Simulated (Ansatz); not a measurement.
# Bi2Te3 (Tellurobismuthite) (P1) in Ansatz: convergence with wavefunction cutoff

Aim: find how far wavefunction cutoff must go before the results for Bi2Te3 (Tellurobismuthite) settle, at PBE. This setting moves, with any that are tied to it; all else stays.

All numbers are computed with Ansatz 0.2.0; they aren't measurements. Logs are shortened: lines on timing, memory, paths and dates and some standing lists are left out, and cuts for length are marked.

## 1. The cell of the first run

The typed cell holds 5 atoms: a = 10.476 Å, b = 10.476 Å, c = 10.476 Å, α = 24.17°, β = 24.17°, γ = 24.17°.

The cell isn't the ideal one: atoms moved at random, drawn with an rms of 0.05 Å.

## 2. With wavefunction cutoff 400 eV

File input.yaml:

```yaml
crystal:
  lattice:
    - [2.193, 1.2661291403, 10.1656666667]
    - [-2.193, 1.2661291403, 10.1656666667]
    - [0.0, -2.5322582807, 10.1656666667]
  atoms:
    - { symbol: Bi, position: [0.605392, 0.601964, 0.593439] }
    - { symbol: Bi, position: [0.399525, 0.403823, 0.397033] }
    - { symbol: Te, position: [0.794695, 0.785157, 0.792554] }
    - { symbol: Te, position: [0.211657, 0.208557, 0.206124] }
    - { symbol: Te, position: [0.003643, 0.00338, -0.006164] }
hamiltonian:
  xc: pbe
  pseudopotentials: { kind: paw, source: jth }
kpoints:
  mp_grid: { grid: [5, 5, 5] }
scf:
  occupations: { method: methfessel_paxton, width: 0.1 }
output:
  forces: true
  stress: true
  eigenvalues: true
basis:
  ecutwfc: "400 eV"
```

Potentials or basis: JTH PAW.

Command:

```bash
ansatz run input.yaml --threads 2 --pin off --max-ram 5632MiB --backend cpu --events-out ev --progress --plain --runs-dir out
```

The program printed:

```text
Warning: basis.ecutwfc = 400 eV is below the records' recommended 1800 eV, and the density's cutoff is lower with it unless basis.ecutrho_ratio is high enough to keep the records' density cutoff: compare with a run at a higher cutoff
Warning: the checks of this Bi dataset prove no rule for summing its radial tables, as where they were carried onto another mesh than they were made on, and Gregory's rule is taken, under which a leading mesh point left out moves its sums only by what lay on the interval it spanned. That does not make them correct, and they differ from Quantum ESPRESSO's on this file; a re-export a fraction of a mesh step off can move them. hamiltonian.pseudopotentials.radial_quadrature: simpson_from_first_knot sums it by `pw.x`'s rule; on a PAW file no value gives `pw.x`'s numbers. What more to know: hamiltonian.pseudopotentials.radial_quadrature, in the input reference
Warning: the checks of this Te dataset prove no rule for summing its radial tables, as where they were carried onto another mesh than they were made on, and Gregory's rule is taken, under which a leading mesh point left out moves its sums only by what lay on the interval it spanned. That does not make them correct, and they differ from Quantum ESPRESSO's on this file; a re-export a fraction of a mesh step off can move them. hamiltonian.pseudopotentials.radial_quadrature: simpson_from_first_knot sums it by `pw.x`'s rule; on a PAW file no value gives `pw.x`'s numbers. What more to know: hamiltonian.pseudopotentials.radial_quadrature, in the input reference
Warning: RAYON_NUM_THREADS=2 ignored (pool sized by the plan → 2); use --threads N
basis.fft_grid_basis auto: the FFT boxes are laid along the combinations [[1, 0, -1], [0, 1, -1], [0, 0, 1]] of the cell's own vectors, 4.386, 4.386 and 10.476 Å long. The dense box has 30×30×72 points. Along the cell's own vectors, as sized, it would have 72×72×72, 5.76 times as many. basis.fft_grid_basis: typed keeps the cell's own vectors: state it where this run's energies or levels are differenced outside the engine with another run's, or held beside a run that keeps those vectors.
Engine: ansatz 0.2.0, x86_64-unknown-linux-gnu
Pseudopotentials: kind: paw
Pseudopotential: Bi, paw, valence charge 15, recommended cutoff 1800 eV (normal), Bi.paw.azcp
Pseudopotential: Te, paw, valence charge 6, recommended cutoff 540 eV (normal), Te.paw.azcp
Functional definition: PBE
  parameter kappa = 0.804
  parameter beta = 0.06672455060314922
  exchange = pbe_x(kappa = kappa, mu = beta*pi^2/3)
  correlation = pbe_c(beta = beta)
Crystal: 5 atoms, lattice volume = 169.357 Å³
Basis set: ecut = 400 eV, 3075 PW (Γ), FFT grids on a1−a3, a2−a3, a3, exchange–correlation on 60×60×144 points (8 copies of the dense FFT grid, shifted against one another)
Bands: 29, of which v1, the nominal top of the filled ones, is band 24 counted from 1 (23 counted from 0)
Symmetry: 1 space group operations
Space group: P1 (ITA 1), of the structure as read, at distance tolerance 5.5e-5 Å
k-points: 63 of 125 (time reversal used)
Non-local potential: Bi, projectors of the file, l = 0: 2, l = 1: 2, l = 2: 2
Non-local potential: Te, projectors of the file, l = 0: 2, l = 1: 2
PAW form: soft (Blöchl's): semilocal exchange-correlation on the pseudo side does not see the compensation charge
PAW one-centre angular grid: Bi, 590 points (default); XC on 64 Gauss nodes
PAW one-centre angular grid: Te, 110 points (default); XC on 64 Gauss nodes
Initial density: superposition of atomic densities (chi_scale 0.1, normalization cell, long waves kept (reshape's long-wave potential 0.04 eV rms))
Initial wavefunctions: pseudopotential atomic-orbital guess
Functional: x = pbe(κ = 0.804, μ = 0.2195149727645171), c = pbe(β = 0.06672455060314922)
SCF iter   1: F=—  HF=-39464.637764 eV  |F-HF|=—  |Δ(HF+E_count)|=         —  Δρ=1.65e-2  dr2=7.74e-1  ethr=3.10e-3  ⟨swp⟩=14.4  Hψ=12519  notcnv=0
preconditioner: auto → Resta (q_TF=auto, 2.211 Å⁻¹)  ε∞=4.9  [insulator: Δε(μ)=0.379 eV  Ē_g=7.643 eV  σ=0.100 eV  W_gap=1.02  n_scr=36 (ndim 8)  ℏωp=15.1 eV  f_vac=0.001  D(μ)=-0.01/eV (n_scr^D=0)  ε∞_Penn≈4.9]
SCF iter   2: F=—  HF=-39464.501225 eV  |F-HF|=—  |Δ(HF+E_count)|=   1.37e-1  S|Δr|=    0.00e0  Δρ=8.37e-3  dr2=1.46e-1  ethr=1.61e-3  ⟨swp⟩=2.8  Hψ=3025  notcnv=0  defer=61
SCF iter   3: F=—  HF=-39464.492430 eV  |F-HF|=—  |Δ(HF+E_count)|=   8.80e-3  S|Δr|=    0.00e0  Δρ=2.88e-3  dr2=3.76e-2  ethr=3.05e-4  ⟨swp⟩=2.1  Hψ=2629  notcnv=0  defer=61
SCF iter   4: F=—  HF=-39464.491078 eV  |F-HF|=—  |Δ(HF+E_count)|=   1.35e-3  S|Δr|=    0.00e0  Δρ=1.07e-3  dr2=4.73e-3  ethr=7.83e-5  ⟨swp⟩=2.0  Hψ=2211  notcnv=0  defer=61
SCF iter   5: F=—  HF=-39464.491491 eV  |F-HF|=—  |Δ(HF+E_count)|=   4.13e-4  S|Δr|=    0.00e0  Δρ=2.41e-4  dr2=1.33e-4  ethr=9.86e-6  ⟨swp⟩=2.5  Hψ=2691  notcnv=0  defer=61
SCF iter   6: F=—  HF=-39464.491632 eV  |F-HF|=—  |Δ(HF+E_count)|=   1.41e-4  S|Δr|=    0.00e0  Δρ=5.70e-5  dr2=1.51e-5  ethr=2.76e-7  ⟨swp⟩=2.8  Hψ=3575  notcnv=0  defer=61
SCF iter   7: F=—  HF=-39464.491696 eV  |F-HF|=—  |Δ(HF+E_count)|=   6.46e-5  S|Δr|=    0.00e0  Δρ=1.43e-5  dr2=6.10e-7  ethr=3.15e-8  ⟨swp⟩=2.5  Hψ=3303  notcnv=0  defer=61
SCF iter   8: F=—  HF=-39464.491697 eV  |F-HF|=—  |Δ(HF+E_count)|=   5.84e-7  S|Δr|=    0.00e0  Δρ=4.35e-6  dr2=1.38e-7  ethr=2.08e-10  ⟨swp⟩=17.4  Hψ=14026  notcnv=0
SCF iter   9: F=-39464.491697 eV  HF=-39464.491697 eV  |F-HF|=3.25e-9  |Δ(HF+E_count)|=   9.73e-9  S|Δr|=    0.00e0  Δρ=1.69e-6  dr2=1.26e-8  ethr=2.08e-10  ⟨swp⟩=6.0  Hψ=7467  notcnv=0
SCF 1 converged in 9 iterations: F = -39464.491697 eV  dr2 = 1.26e-8
SCF converged after 9 iterations
Stability not checked: this state was not tested for a lower state beside it, because cold or Methfessel-Paxton smearing, or corrected tetrahedra, fill the levels in a way that the test cannot read (fill_not_monotonic; see scf.lower_state_search)
Free energy (F): -39464.491697 eV
Harris-Foulkes:  -39464.491697 eV  (|F-HF|=3.25e-9)
Internal energy: -39464.491873 eV  (E = F + TS)
E sigma→0 (E₀):  -39464.491741 eV
Entropy (-TS):   0.000176 eV (0.035 meV/atom)
Fermi energy:    7.756888 eV
Step filling:    the computed levels leave a gap of 0.2903 eV = 2.9 smearing widths at the electron count; against every level under it full and every level over it empty, smearing changes F+E_penalty+E_count by +0.038 meV and its σ→0 estimate by -5.87e-3 meV
--- Per-component energies (eV) ---
  E_band       = -253.188081
  E_kinetic    = 452.167055
  E_local      = -3846.905017  (includes V_loc(G=0)·N_el)
  E_nonlocal   = 1563.318867
  E_hartree    = 1420.572108
  E_xc         = -469.256362
  E_vxc        = -400.178515  (∫ρ·V_xc dr)
  E_paw        = -35442.382982  (= ΣΔE_a)
  E_vpaw       = -862.736786  (= ΣTr[D̂ρ^β])
  E_aug_tail   = -0.000826  (compensation charges beyond the density's cutoff)
  E_ewald      = -3142.004716
  E_smearing   = 0.000176  (= −TS)
  E_closure    = -0.000000  (closes the sum)
  Σ components = -39464.491697   (vs F -39464.491697, Δ=0.00e0)
--- Forces (eV/Å), atoms counted from 1 ---
  atom   1  Bi    -0.02487199    -0.02499461    -0.14417331
  atom   2  Bi     0.07115634    -0.02282899     0.04645122
  atom   3  Te    -0.09030642     0.06906131    -0.06107150
  atom   4  Te     0.01412488     0.03519513     0.19276851
  atom   5  Te     0.02989715    -0.05643267    -0.03397624
  max |Σ_I F_I| component: 1.32e-6 eV/Å
--- Stress (GPa, compression-positive) ---
        1.731174       0.061743      -0.126679
        0.061743       1.806437       0.073633
       -0.126679       0.073633       1.458175
  P = ⅓ Tr σ = 1.6653 GPa (16.653 kbar)
--- Band table (eV; the first three rows and the last of 63) ---
  k-point 0: bands = ["-15.5880", "-15.5874", "-15.5822", "-15.5822", "-15.5800", "-15.5753", "-15.5751", "-15.5742", "-15.5693", "-15.5691", "-5.7343", "-4.9852", "-3.8352", "-1.3441", "-0.9004", "5.2530", "5.5022", "5.8211", "5.8855", "5.9159", "5.9504", "6.7388", "6.7588", "7.6117", "7.9020", "8.1990", "8.2504", "9.6104", "9.7268"]
  k-point 1: bands = ["-15.5899", "-15.5836", "-15.5826", "-15.5782", "-15.5773", "-15.5764", "-15.5751", "-15.5717", "-15.5709", "-15.5694", "-5.3869", "-4.7019", "-3.5928", "-1.6883", "-1.1894", "4.0931", "4.1918", "4.7088", "5.0567", "5.6671", "5.9093", "6.5617", "6.6829", "7.1048", "8.6469", "9.0216", "9.1523", "9.7579", "9.8346"]
  k-point 2: bands = ["-15.5950", "-15.5879", "-15.5820", "-15.5784", "-15.5758", "-15.5730", "-15.5717", "-15.5708", "-15.5680", "-15.5661", "-4.4134", "-4.0732", "-3.1282", "-2.7244", "-1.9835", "2.5541", "4.0471", "4.1427", "4.5289", "4.6762", "4.8296", "5.6324", "6.6941", "7.0655", "8.2803", "8.6837", "9.8357", "10.3859", "11.0198"]
  k-point 62: bands = ["-15.5945", "-15.5880", "-15.5822", "-15.5789", "-15.5761", "-15.5728", "-15.5719", "-15.5708", "-15.5678", "-15.5655", "-4.3543", "-4.1531", "-3.1677", "-2.5677", "-2.0899", "2.7929", "3.4752", "4.2544", "4.4791", "4.5643", "4.8996", "6.3893", "6.6443", "6.9656", "8.3908", "8.7116", "8.8950", "10.4330", "11.0377"]
```

Run time: 34 s. Hardware: 2 threads of Intel Xeon at 2.50GHz (Skylake/Cascade Lake), shared host; peak memory 0.49 GiB.

Results:

* Free energy: -39464.4917 eV
* Pressure: 1.7 GPa
* Largest force: 0.196 eV/Å
* Band gap on the k mesh: 0.29 eV, direct

## 3. With wavefunction cutoff 500 eV

input.yaml, as its differences from that of step 2:

```diff
@@ -23,2 +23,2 @@
 basis:
-  ecutwfc: "400 eV"
+  ecutwfc: "500 eV"
```

Potentials or basis: JTH PAW.

Command:

```bash
ansatz run input.yaml --threads 2 --pin off --max-ram 5632MiB --backend cpu --events-out ev --progress --plain --runs-dir out
```

Wall time 38 s (2 threads of Intel Xeon at 2.50GHz (Skylake/Cascade Lake), shared host); peak memory 0.58 GiB.

Results:

```
Free energy            : -39464.7628 eV
Pressure               : 1.7 GPa
Largest force          : 0.196 eV/Å
Band gap on the k mesh : 0.29 eV, direct
```

## 4. With wavefunction cutoff 600 eV

input.yaml, as its differences from that of step 3:

```diff
@@ -23,2 +23,2 @@
 basis:
-  ecutwfc: "500 eV"
+  ecutwfc: "600 eV"
```

Command:

```bash
ansatz run input.yaml --threads 2 --pin off --max-ram 5632MiB --backend cpu --events-out ev --progress --plain --runs-dir out
```

Run time: 48 s. Hardware: 2 threads of Intel Xeon at 2.50GHz (Skylake/Cascade Lake), shared host; peak memory 0.69 GiB.

Results:

```
Free energy            : -39464.8174 eV
Pressure               : 1.7 GPa
Largest force          : 0.197 eV/Å
Band gap on the k mesh : 0.29 eV, direct
```

## 5. With wavefunction cutoff 700 eV

input.yaml, as its differences from that of step 4:

```diff
@@ -23,2 +23,2 @@
 basis:
-  ecutwfc: "600 eV"
+  ecutwfc: "700 eV"
```

Command:

```bash
ansatz run input.yaml --threads 2 --pin off --max-ram 5632MiB --backend cpu --events-out ev --progress --plain --runs-dir out
```

It took 66 s on 2 threads of Intel Xeon at 2.50GHz (Skylake/Cascade Lake), shared host; peak memory 0.8 GiB.

Results:

* Free energy: -39464.8457 eV
* Pressure: 1.7 GPa
* Largest force: 0.197 eV/Å
* Band gap on the k mesh: 0.29 eV, direct

## 6. With wavefunction cutoff 850 eV

input.yaml, as its differences from that of step 5:

```diff
@@ -23,2 +23,2 @@
 basis:
-  ecutwfc: "700 eV"
+  ecutwfc: "850 eV"
```

Potentials or basis: JTH PAW.

Command:

```bash
ansatz run input.yaml --threads 2 --pin off --max-ram 5632MiB --backend cpu --events-out ev --progress --plain --runs-dir out
```

Wall time 78 s (2 threads of Intel Xeon at 2.50GHz (Skylake/Cascade Lake), shared host); peak memory 0.99 GiB.

Results (log left out):

```
Free energy            : -39464.8819 eV
Pressure               : 1.7 GPa
Largest force          : 0.197 eV/Å
Band gap on the k mesh : 0.29 eV, direct
```

## 7. With wavefunction cutoff 1000 eV

input.yaml, as its differences from that of step 6:

```diff
@@ -23,2 +23,2 @@
 basis:
-  ecutwfc: "850 eV"
+  ecutwfc: "1000 eV"
```

Command:

```bash
ansatz run input.yaml --threads 2 --pin off --max-ram 5632MiB --backend cpu --events-out ev --progress --plain --runs-dir out
```

Run time: 97 s. Hardware: 2 threads of Intel Xeon at 2.50GHz (Skylake/Cascade Lake), shared host; peak memory 1.2 GiB.

Results (log left out):

- Free energy: -39464.8890 eV
- Pressure: 1.7 GPa
- Largest force: 0.197 eV/Å
- Band gap on the k mesh: 0.29 eV, direct

## 8. With wavefunction cutoff 1200 eV

input.yaml, as its differences from that of step 7:

```diff
@@ -23,2 +23,2 @@
 basis:
-  ecutwfc: "1000 eV"
+  ecutwfc: "1200 eV"
```

Command:

```bash
ansatz run input.yaml --threads 2 --pin off --max-ram 5632MiB --backend cpu --events-out ev --progress --plain --runs-dir out
```

Run time: 1.9 min. Hardware: 2 threads of Intel Xeon at 2.50GHz (Skylake/Cascade Lake), shared host; peak memory 1.5 GiB.

Results (log left out):

- Free energy: -39464.8981 eV
- Pressure: 1.7 GPa
- Largest force: 0.197 eV/Å
- Band gap on the k mesh: 0.29 eV, direct

## 9. With wavefunction cutoff 1400 eV

input.yaml, as its differences from that of step 8:

```diff
@@ -23,2 +23,2 @@
 basis:
-  ecutwfc: "1200 eV"
+  ecutwfc: "1400 eV"
```

Potentials or basis: JTH PAW.

Command:

```bash
ansatz run input.yaml --threads 2 --pin off --max-ram 5632MiB --backend cpu --events-out ev --progress --plain --runs-dir out
```

It took 2.6 min on 2 threads of Intel Xeon at 2.50GHz (Skylake/Cascade Lake), shared host; peak memory 1.8 GiB.

Results (log left out):

```
Free energy            : -39464.9017 eV
Pressure               : 1.7 GPa
Largest force          : 0.197 eV/Å
Band gap on the k mesh : 0.29 eV, direct
```

## 10. With wavefunction cutoff 1700 eV

input.yaml, as its differences from that of step 9:

```diff
@@ -23,2 +23,2 @@
 basis:
-  ecutwfc: "1400 eV"
+  ecutwfc: "1700 eV"
```

Command:

```bash
ansatz run input.yaml --threads 2 --pin off --max-ram 5632MiB --backend cpu --events-out ev --progress --plain --runs-dir out
```

It took 3.6 min on 2 threads of Intel Xeon at 2.50GHz (Skylake/Cascade Lake), shared host; peak memory 2.3 GiB.

The run converged. Its results:

| Item | Value |
| --- | --- |
| Free energy | -39464.9036 eV |
| Pressure | 1.7 GPa |
| Largest force | 0.197 eV/Å |
| Band gap on the k mesh | 0.29 eV, direct |

## 11. The series at a glance

```csv
wavefunction cutoff,"energy less the tightest run, at zero smearing (meV/atom)",SCF cycles,CPU time (s),peak memory (GiB)
400 eV,82.38,9,51,0.49
500 eV,28.16,9,62,0.58
600 eV,17.24,9,80,0.69
700 eV,11.58,9,100,0.8
850 eV,4.33,9,130,0.99
1000 eV,2.91,9,170,1.2
1200 eV,1.09,9,220,1.5
1400 eV,0.38,9,290,1.8
1700 eV,0.00,9,400,2.3
```

Against the tightest run, the energy stays within 1 meV/atom from 1400 eV on. The tightest run that finished is the yardstick and may itself not be fully converged.

Caveats: odd divisions of the mesh miss points on the zone boundary, where band edges often lie, so the gap on the mesh can be too wide; spin-orbit coupling is left out, which as a rule narrows the gap of such compounds by several tenths of an eV; the cutoff lies under the one recommended for these potentials.
